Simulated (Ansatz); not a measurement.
# AgCl (P2_1/m) in Ansatz: equation of state

How stiff is AgCl in PBE, and what volume does it want? The cell is scaled to several volumes.

All numbers are computed with Ansatz 0.2.0; they aren't measurements. Logs are shortened: lines on timing, memory, paths and dates and some standing lists are left out, and cuts for length are marked.

## Step 1: Starting point

It takes space group P2_1/m (No. 11, monoclinic). Conventional cell: a = 3.927 Å, b = 4.003 Å, c = 5.599 Å, α = 90.00°, β = 95.63°, γ = 90.00°. Ag (site symmetry m) has 6 Cl at 2.77 to 2.90 Å as nearest neighbours. Cl (site symmetry m) has 6 Ag at 2.77 to 2.90 Å as nearest neighbours.

The cell comes from a database or a generator and needn't be the stable form of this composition.

## Step 2: Single point, PBE, 20.58 Å³/atom (volume scaled by 0.94)

The input, input.yaml:

```yaml
crystal:
  lattice:
    - [3.846716119, 0.0, 0.0]
    - [0.0, 3.9213292337, 0.0]
    - [-0.5379446095, 0.0, 5.4586701219]
  atoms:
    - { symbol: Ag, position: [0.815981, 0.75, 0.781919] }
    - { symbol: Ag, position: [0.184019, 0.25, 0.218081] }
    - { symbol: Cl, position: [0.292342, 0.25, 0.737436] }
    - { symbol: Cl, position: [0.707658, 0.75, 0.262564] }
hamiltonian:
  xc: pbe
  pseudopotentials: { kind: paw }
kpoints:
  mp_grid: { grid: [7, 7, 5] }
scf:
  occupations: { method: fermi_dirac, width: 0.05 }
output:
  forces: true
  stress: true
  eigenvalues: true
```

Potentials or basis: Ansatz PAW.

Command:

```
$ ansatz run input.yaml --threads 2 --pin off --max-ram 5120MiB --backend cpu --events-out ev --progress --plain --runs-dir out
```

Output:

```text
Warning: RAYON_NUM_THREADS=2 ignored (pool sized by the plan → 2); use --threads N
Engine: ansatz 0.2.0, aarch64-unknown-linux-gnu
Pseudopotentials: kind: paw
Pseudopotential: Ag, paw, valence charge 19, recommended cutoff 420 eV (normal), Ag.paw.azcp
Pseudopotential: Cl, paw, valence charge 7, recommended cutoff 420 eV (normal), Cl.paw.azcp
Functional definition: PBE
  parameter kappa = 0.804
  parameter beta = 0.06672455060314922
  exchange = pbe_x(kappa = kappa, mu = beta*pi^2/3)
  correlation = pbe_c(beta = beta)
Crystal: 4 atoms, lattice volume = 82.340 Å³
Basis set: ecut = 420 eV, 1631 PW (Γ), exchange–correlation on 54×54×80 points (8 copies of the dense FFT grid, shifted against one another)
Bands: 32, of which v1, the nominal top of the filled ones, is band 26 counted from 1 (25 counted from 0)
Symmetry: 4 space group operations
Space group: P21/m (ITA 11), of the structure as read, at distance tolerance 4.4e-5 Å
k-points: 72 of 245
Non-local potential: Ag, projectors of the file, l = 0: 3, l = 1: 2, l = 2: 2, l = 3: 1
Non-local potential: Cl, projectors of the file, l = 0: 2, l = 1: 2, l = 2: 2
PAW form: soft (Blöchl's): semilocal exchange-correlation on the pseudo side does not see the compensation charge
PAW one-centre angular grid: Ag, 590 points (default); XC on 64 Gauss nodes
PAW one-centre angular grid: Cl, 110 points (default); XC on 64 Gauss nodes
Initial density: superposition of atomic densities (neutral atoms: chi_scale 0, normalization atom), corrected by the library's trained network
Initial wavefunctions: pseudopotential atomic-orbital guess
Functional: x = pbe(κ = 0.804, μ = 0.2195149727645171), c = pbe(β = 0.06672455060314922)
SCF iter   1: F=—  HF=-17341.710558 eV  |F-HF|=—  |Δ(HF+E_count)|=         —  Δρ=8.74e-4  dr2=4.63e-4  ethr=1.77e-3  ⟨swp⟩=6.3  Hψ=8797  notcnv=0
preconditioner: auto → Resta (q_TF=auto, 2.527 Å⁻¹)  ε∞=6.6  [insulator: Δε(μ)=0.888 eV  Ē_g=10.341 eV  σ=0.050 eV  W_gap=1.00  n_scr=24 (ndim 8)  ℏωp=24.6 eV  f_vac=0.021  D(μ)=0.00/eV (n_scr^D=0)  ε∞_Penn≈6.6]
SCF iter   2: F=—  HF=-17341.711974 eV  |F-HF|=—  |Δ(HF+E_count)|=   1.42e-3  Δρ=3.96e-4  dr2=7.76e-5  ethr=8.90e-7  ⟨swp⟩=3.3  Hψ=5715  notcnv=0
SCF iter   3: F=—  HF=-17341.712056 eV  |F-HF|=—  |Δ(HF+E_count)|=   8.18e-5  Δρ=1.28e-4  dr2=7.64e-6  ethr=1.49e-7  ⟨swp⟩=2.0  Hψ=3325  notcnv=0
automatic band count: iteration 3 solves 31 bands in place of 32: the levels show a gap, and the empty bands left out lie too high to hold charge; the band table lists the bands solved (type scf.n_extra_bands for more)
SCF iter   4: F=—  HF=-17341.712068 eV  |F-HF|=—  |Δ(HF+E_count)|=   1.21e-5  Δρ=3.04e-5  dr2=8.43e-7  ethr=1.47e-8  ⟨swp⟩=2.0  Hψ=3429  notcnv=0
iter 5 did not close the SCF: its close was put off for the readings that it lacked (scf_convergence_deferred on its scf_iter line)
SCF iter   5: F=-17341.712068 eV  HF=-17341.712068 eV  |F-HF|=2.20e-8  |Δ(HF+E_count)|=   4.68e-7  Δρ=9.37e-6  dr2=8.68e-8  ethr=1.62e-9  ⟨swp⟩=2.1  Hψ=3341  notcnv=0
SCF iter   6: F=-17341.712068 eV  HF=-17341.712068 eV  |F-HF|=1.69e-9  |Δ(HF+E_count)|=   4.29e-8  Δρ=2.94e-6  dr2=6.36e-9  ethr=1.67e-10  ⟨swp⟩=4.2  Hψ=8522  notcnv=0
SCF 1 converged in 6 iterations: F = -17341.712068 eV  dr2 = 6.36e-9
SCF converged after 6 iterations
Free energy (F): -17341.712068 eV
Harris-Foulkes:  -17341.712068 eV  (|F-HF|=1.69e-9)
Internal energy: -17341.712064 eV  (E = F + TS)
E sigma→0 (E₀):  -17341.712066 eV
Entropy (-TS):   -0.000004 eV (-0.001 meV/atom)
Fermi energy:    9.091802 eV
--- Per-component energies (eV) ---
  E_band       = -695.341367
  E_kinetic    = 1379.357913
  E_local      = -6371.455806  (includes V_loc(G=0)·N_el)
  E_nonlocal   = 224.989206
  E_hartree    = 2804.038269
  E_xc         = -580.686869
  E_vxc        = -709.366111  (∫ρ·V_xc dr)
  E_paw        = -9129.310620  (= ΣΔE_a)
  E_vpaw       = -826.948136  (= ΣTr[D̂ρ^β])
  E_aug_tail   = 0.000817  (compensation charges beyond the density's cutoff)
  E_ewald      = -5668.644974
  E_smearing   = -0.000004  (= −TS)
  E_closure    = 0.000000  (closes the sum)
  Σ components = -17341.712068   (vs F -17341.712068, Δ=0.00e0)
--- Forces (eV/Å), atoms counted from 1 ---
  atom   1  Ag    -0.04874620     0.00000000    -0.08018544
  atom   2  Ag     0.04874620    -0.00000000     0.08018544
  atom   3  Cl     0.04673839     0.00000000    -0.08126539
  atom   4  Cl    -0.04673839    -0.00000000     0.08126539
  max |Σ_I F_I| component: 0.00e0 eV/Å
--- Stress (GPa, compression-positive) ---
        2.911526       0.000000      -0.217506
        0.000000       2.801353       0.000000
       -0.217506       0.000000       2.800895
  P = ⅓ Tr σ = 2.8379 GPa (28.379 kbar)
--- Band table (eV; the first three rows and the last of 72) ---
  k-point 0: bands = ["-81.2057", "-81.2049", "-44.7576", "-44.7468", "-44.7413", "-44.7359", "-44.7308", "-44.7305", "-6.6349", "-6.0923", "4.1184", "5.3203", "5.3900", "5.6444", "5.7386", "5.8548", "5.8624", "5.9560", "6.0609", "6.2234", "6.2561", "6.4995", "6.5194", "6.8771", "6.8869", "7.1057", "9.4722", "11.2299", "16.5303", "17.0413", "18.9031"]
  k-point 1: bands = ["-81.2057", "-81.2049", "-44.7575", "-44.7470", "-44.7412", "-44.7359", "-44.7311", "-44.7303", "-6.5774", "-6.1359", "3.9852", "5.0597", "5.3294", "5.4287", "5.6687", "5.6918", "5.8619", "6.0696", "6.2033", "6.2402", "6.3771", "6.4544", "6.4746", "6.9300", "6.9762", "7.3323", "10.1422", "11.5624", "16.5328", "16.6643", "18.3917"]
  k-point 2: bands = ["-81.2056", "-81.2049", "-44.7572", "-44.7473", "-44.7411", "-44.7361", "-44.7313", "-44.7301", "-6.4329", "-6.2581", "3.9189", "4.3879", "5.2491", "5.3867", "5.5467", "5.6036", "5.8389", "6.2272", "6.2771", "6.2819", "6.3871", "6.4153", "6.7416", "6.9274", "7.1070", "7.4771", "11.4283", "12.1988", "15.6296", "16.9637", "17.3877"]
  k-point 71: bands = ["-81.2053", "-81.2051", "-44.7547", "-44.7527", "-44.7390", "-44.7382", "-44.7321", "-44.7317", "-6.1325", "-6.0867", "4.0603", "4.2197", "4.6189", "4.7330", "5.0872", "5.2186", "5.8730", "5.9210", "6.4591", "6.5625", "6.5895", "6.6451", "6.8046", "6.8484", "7.1956", "7.3480", "11.6532", "11.7007", "15.7939", "16.2536", "17.2244"]
```

It took 4.5 s on 2 threads of Arm Neoverse V1, shared host; peak memory 0.42 GiB.

What came out:

| Quantity | Value |
| --- | --- |
| Free energy | -17341.7121 eV |
| Pressure | 2.8 GPa |
| Largest force | 0.094 eV/Å |
| Band gap on the k mesh | 0.90 eV, indirect (least direct gap 2.37 eV) |

Caveat: odd divisions of the mesh miss points on the zone boundary, where band edges often lie, so the gap on the mesh can be too wide.

## Step 3: Single point, PBE, 21.02 Å³/atom (volume scaled by 0.96)

input.yaml: that of step 2 with these lines changed.

```diff
@@ -2,5 +2,5 @@
   lattice:
-    - [3.846716119, 0.0, 0.0]
-    - [0.0, 3.9213292337, 0.0]
-    - [-0.5379446095, 0.0, 5.4586701219]
+    - [3.8738065617, 0.0, 0.0]
+    - [0.0, 3.9489451382, 0.0]
+    - [-0.5417330767, 0.0, 5.4971127273]
   atoms:
```

Potentials or basis: Ansatz PAW.

Command:

```
$ ansatz run input.yaml --threads 2 --pin off --max-ram 5120MiB --backend cpu --events-out ev --progress --plain --runs-dir out
```

Run time: 4.6 s. Hardware: 2 threads of Arm Neoverse V1, shared host; peak memory 0.42 GiB.

Results (log left out):

```
Free energy            : -17341.7367 eV
Pressure               : 1.7 GPa
Largest force          : 0.086 eV/Å
Band gap on the k mesh : 0.90 eV, indirect (least direct gap 2.32 eV)
```

Caveat: odd divisions of the mesh miss points on the zone boundary, where band edges often lie, so the gap on the mesh can be too wide.

## Step 4: Single point, PBE, 21.46 Å³/atom (volume scaled by 0.98)

input.yaml: that of step 3 with these lines changed.

```diff
@@ -2,5 +2,5 @@
   lattice:
-    - [3.8738065617, 0.0, 0.0]
-    - [0.0, 3.9489451382, 0.0]
-    - [-0.5417330767, 0.0, 5.4971127273]
+    - [3.9005233133, 0.0, 0.0]
+    - [0.0, 3.9761801032, 0.0]
+    - [-0.5454692849, 0.0, 5.5350250476]
   atoms:
```

Command:

```
$ ansatz run input.yaml --threads 2 --pin off --max-ram 5120MiB --backend cpu --events-out ev --progress --plain --runs-dir out
```

Wall time 4.7 s (2 threads of Arm Neoverse V1, shared host); peak memory 0.43 GiB.

It converged, with:

| Item | Value |
| --- | --- |
| Free energy | -17341.7495 eV |
| Pressure | 0.7 GPa |
| Largest force | 0.079 eV/Å |
| Band gap on the k mesh | 0.90 eV, indirect (least direct gap 2.27 eV) |

Caveat: odd divisions of the mesh miss points on the zone boundary, where band edges often lie, so the gap on the mesh can be too wide.

## Step 5: Single point, PBE, 21.90 Å³/atom

input.yaml: that of step 4 with these lines changed.

```diff
@@ -2,5 +2,5 @@
   lattice:
-    - [3.9005233133, 0.0, 0.0]
-    - [0.0, 3.9761801032, 0.0]
-    - [-0.5454692849, 0.0, 5.5350250476]
+    - [3.926879, 0.0, 0.0]
+    - [0.0, 4.003047, 0.0]
+    - [-0.549155, 0.0, 5.572425]
   atoms:
```

Command:

```
$ ansatz run input.yaml --threads 2 --pin off --max-ram 5120MiB --backend cpu --events-out ev --progress --plain --runs-dir out
```

Run time: 4.8 s. Hardware: 2 threads of Arm Neoverse V1, shared host; peak memory 0.43 GiB.

Results (log left out):

```
Free energy            : -17341.7518 eV
Pressure               : -0.2 GPa
Largest force          : 0.073 eV/Å
Band gap on the k mesh : 0.90 eV, indirect (least direct gap 2.23 eV)
```

Caveat: odd divisions of the mesh miss points on the zone boundary, where band edges often lie, so the gap on the mesh can be too wide.

## Step 6: Single point, PBE, 22.34 Å³/atom (volume scaled by 1.02)

input.yaml: that of step 5 with these lines changed.

```diff
@@ -2,5 +2,5 @@
   lattice:
-    - [3.926879, 0.0, 0.0]
-    - [0.0, 4.003047, 0.0]
-    - [-0.549155, 0.0, 5.572425]
+    - [3.9528855791, 0.0, 0.0]
+    - [0.0, 4.0295580176, 0.0]
+    - [-0.5527918941, 0.0, 5.6093295523]
   atoms:
```

Potentials or basis: Ansatz PAW.

Command:

```
$ ansatz run input.yaml --threads 2 --pin off --max-ram 5120MiB --backend cpu --events-out ev --progress --plain --runs-dir out
```

It took 4.9 s on 2 threads of Arm Neoverse V1, shared host; peak memory 0.43 GiB.

It converged, with:

| Quantity | Value |
| --- | --- |
| Free energy | -17341.7450 eV |
| Pressure | -1.0 GPa |
| Largest force | 0.068 eV/Å |
| Band gap on the k mesh | 0.91 eV, indirect (least direct gap 2.19 eV) |

Caveat: odd divisions of the mesh miss points on the zone boundary, where band edges often lie, so the gap on the mesh can be too wide.

## Step 7: Single point, PBE, 22.77 Å³/atom (volume scaled by 1.04)

input.yaml: that of step 6 with these lines changed.

```diff
@@ -2,5 +2,5 @@
   lattice:
-    - [3.9528855791, 0.0, 0.0]
-    - [0.0, 4.0295580176, 0.0]
-    - [-0.5527918941, 0.0, 5.6093295523]
+    - [3.9785543865, 0.0, 0.0]
+    - [0.0, 4.055724712, 0.0]
+    - [-0.5563815524, 0.0, 5.6457547908]
   atoms:
```

Command:

```
$ ansatz run input.yaml --threads 2 --pin off --max-ram 5120MiB --backend cpu --events-out ev --progress --plain --runs-dir out
```

Run time: 5.1 s. Hardware: 2 threads of Arm Neoverse V1, shared host; peak memory 0.43 GiB.

Results (log left out):

```
Free energy            : -17341.7301 eV
Pressure               : -1.7 GPa
Largest force          : 0.089 eV/Å
Band gap on the k mesh : 0.92 eV, indirect (least direct gap 2.16 eV)
```

Caveat: odd divisions of the mesh miss points on the zone boundary, where band edges often lie, so the gap on the mesh can be too wide.

## Step 8: Single point, PBE, 23.21 Å³/atom (volume scaled by 1.06)

input.yaml: that of step 7 with these lines changed.

```diff
@@ -2,5 +2,5 @@
   lattice:
-    - [3.9785543865, 0.0, 0.0]
-    - [0.0, 4.055724712, 0.0]
-    - [-0.5563815524, 0.0, 5.6457547908]
+    - [4.0038961805, 0.0, 0.0]
+    - [0.0, 4.08155805, 0.0]
+    - [-0.5599254795, 0.0, 5.681715982]
   atoms:
@@ -21 +21,5 @@
   eigenvalues: true
+  write_density: true
+  write_potential: true
+  elf: true
+  volumetric_format: npy
```

Command:

```
$ ansatz run input.yaml --threads 2 --pin off --max-ram 5120MiB --backend cpu --events-out ev --progress --plain --runs-dir out
```

It took 7.2 s on 2 threads of Arm Neoverse V1, shared host; peak memory 0.45 GiB.

Results (log left out):

* Free energy: -17341.7080 eV
* Pressure: -2.3 GPa
* Largest force: 0.116 eV/Å
* Band gap on the k mesh: 0.93 eV, indirect (least direct gap 2.13 eV)

Caveat: odd divisions of the mesh miss points on the zone boundary, where band edges often lie, so the gap on the mesh can be too wide.

## Step 9: Equation of state, PBE

Potentials or basis: Ansatz PAW.

This step only gathers the single runs of the series.

Results:

```
Equilibrium volume                        : 21.78 Å³/atom
Bulk modulus at fixed shape and positions : 43 GPa
Pressure derivative of the bulk modulus   : 5.3
```

Energy against volume, from the lowest point:
| volume (Å³/atom) | energy (meV/atom) |
| --- | --- |
| 20.585 | 9.94 |
| 21.023 | 3.78 |
| 21.461 | 0.59 |
| 21.899 | 0.00 |
| 22.337 | 1.71 |
| 22.775 | 5.44 |
| 23.213 | 10.94 |

Caveat: the cell was scaled at fixed shape and fractional positions, which overstates the stiffness of a crystal with free parameters, most of all of layers and chains.
